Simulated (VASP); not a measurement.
Write the native input for VASP 6.6.1 that does the following.

- Task: relaxation of cell and atoms
- Functional: PBE
- Potentials or basis: VASP PAW PBE potentials, release 64 (Cd)
- Cutoff: 600 eV
- k mesh: 10 × 10 × 10
- Occupations: methfessel-paxton, width 0.1 eV
- Spin: no spin polarisation
- Further INCAR settings: ALGO = Normal; EDIFF = 1e-06; IBRION = 2; EDIFFG = -0.02; NSW = 60; ISIF = 3

The structure of Cd lies in POSCAR:

```
Cd
1.0
   -0.0271477600      2.1100613000      2.2577561500
    2.2463072000     -0.0521162300      2.2827246200
    2.2127512100      2.1014737800     -0.0185602400
Cd
1
Direct
    0.0000000000      0.0000000000      0.0000000000
```

This isn't the form of Cd at room conditions, which is hcp.

The cell isn't the ideal one: cell sheared at random, sigma 0.03, atoms nudged by 0.01 Å.

These files were run (other wordings do the same):

INCAR

```
SYSTEM = Cd
PREC = Accurate ; ENCUT = 600
EDIFF = 1E-6 ; ISMEAR = 1
SIGMA = 0.1 ; LREAL = .FALSE.
LASPH = .TRUE. ; NELM = 60
ALGO = Normal ; ISIF = 3
LWAVE = .FALSE. ; LCHARG = .FALSE.
GGA = PE ; IBRION = 2
NSW = 60 ; EDIFFG = -0.02
```

KPOINTS

```
Automatic mesh
0
G
  10 10 10
  0 0 0
```

Potentials or basis: VASP PAW PBE potentials, release 64 (Cd).

Launch:

```sh
$ cat potpaw_PBE.64/Cd/POTCAR > POTCAR
$ mpirun -np 1 vasp_std > vasp.out
```

Results of the run:

| Item | Value |
| --- | --- |
| Relaxed volume | 23.02 Å³/atom |
| Relaxed cell | a = 3.273 Å, b = 3.287 Å, c = 3.277 Å, α = 56.60°, β = 56.70°, γ = 56.73° |
| Space group after relaxing (to 0.05 Å) | R-3m (No. 166) |
| Energy gained by relaxing | 19.5 meV/atom |
| Ionic steps | 34 |
| Pressure after relaxing | 0.0 GPa |
| Band gap on the k mesh | none (metal or under the smearing width) |

It took 11 min on 1 thread of Intel(R) Xeon(R) 6975P-C (Granite Rapids), with other jobs on the host, peak memory 0.33 GiB.
